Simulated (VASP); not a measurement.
Set up this calculation in VASP 6.6.1, as the native input.

```
Task                               : band structure
Functional                         : PBE0
Potentials or basis                : VASP PAW PBE potentials, release 64 (Al)
Cutoff                             : 520 eV
k mesh                             : 6 × 6 × 6
Occupations                        : fermi-dirac, width 0.05 eV
Spin                               : no spin polarisation
Grid for exact exchange (PRECFOCK) : Fast
Exchange at q = 0                  : truncated
Further INCAR settings             : ALGO = Normal; EDIFF = 1e-06
```

Crystal: Al.

```xyz
1
Lattice="0.0000 2.0248 2.0248 2.0248 0.0000 2.0248 2.0248 2.0248 0.0000" Properties=species:S:1:pos:R:3 pbc="T T T"
Al    0.0000    0.0000    0.0000
```

The input as run:

POSCAR

```
Al
1.0
    0.0000000000      2.0248050000      2.0248050000
    2.0248050000      0.0000000000      2.0248050000
    2.0248050000      2.0248050000      0.0000000000
Al
1
Direct
    0.0000000000      0.0000000000      0.0000000000
```

INCAR.step1

```
SYSTEM = Al
PREC = Accurate ; ENCUT = 520
EDIFF = 1E-5 ; ISMEAR = -1
SIGMA = 0.05 ; LREAL = .FALSE.
LASPH = .TRUE. ; NELM = 60
ALGO = Normal ; ISIF = 2
LWAVE = .TRUE. ; LCHARG = .FALSE.
GGA = PE
```

INCAR.step2

```
SYSTEM = Al
PREC = Accurate ; ENCUT = 520
EDIFF = 1E-6 ; ISMEAR = -1
SIGMA = 0.05 ; LREAL = .FALSE.
LASPH = .TRUE. ; NELM = 60
ALGO = Normal ; ISIF = 2
LWAVE = .FALSE. ; LCHARG = .FALSE.
GGA = PE ; LHFCALC = .TRUE.
AEXX = 0.25 ; PRECFOCK = Fast
HFRCUT = -1 ; ISTART = 1
```

KPOINTS

```
regular mesh
0
G
  6 6 6
  0 0 0
```

KPOINTS_OPT

```
path GXWKGLUWLK,UX
8
line-mode
reciprocal
 0.0000000000  0.0000000000  0.0000000000  G
 0.5000000000  0.0000000000  0.5000000000  X

 0.5000000000  0.0000000000  0.5000000000  X
 0.5000000000  0.2500000000  0.7500000000  W

 0.5000000000  0.2500000000  0.7500000000  W
 0.3750000000  0.3750000000  0.7500000000  K

 0.3750000000  0.3750000000  0.7500000000  K
 0.0000000000  0.0000000000  0.0000000000  G

 0.0000000000  0.0000000000  0.0000000000  G
 0.5000000000  0.5000000000  0.5000000000  L

 0.5000000000  0.5000000000  0.5000000000  L
 0.6250000000  0.2500000000  0.6250000000  U

 0.6250000000  0.2500000000  0.6250000000  U
 0.5000000000  0.2500000000  0.7500000000  W

 0.5000000000  0.2500000000  0.7500000000  W
 0.5000000000  0.5000000000  0.5000000000  L

 0.5000000000  0.5000000000  0.5000000000  L
 0.3750000000  0.3750000000  0.7500000000  K

 0.6250000000  0.2500000000  0.6250000000  U
 0.5000000000  0.0000000000  0.5000000000  X
```

Potentials or basis: VASP PAW PBE potentials, release 64 (Al).

Launch:

```sh
$ cat potpaw_PBE.64/Al/POTCAR > POTCAR
$ cp INCAR.step1 INCAR
$ mpirun -np 1 vasp_std > vasp.out
$ cp INCAR.step2 INCAR
$ mpirun -np 1 vasp_std > vasp.out
```

Results of the run:

* Pressure: -1.5 GPa
* Band gap along the path: none (metal or under the smearing width)

Caveat: the k mesh is coarse (spacing up to 0.45 Å⁻¹), so the values aren't converged, least of all with exact exchange; the PAW data sets were made with another functional, which shifts forces and pressure a little.

Wall time 100 s on 1 thread of Intel(R) Xeon(R) Platinum 8375C CPU @ 2.90GHz (Ice Lake), on a shared host, peak memory 0.14 GiB.
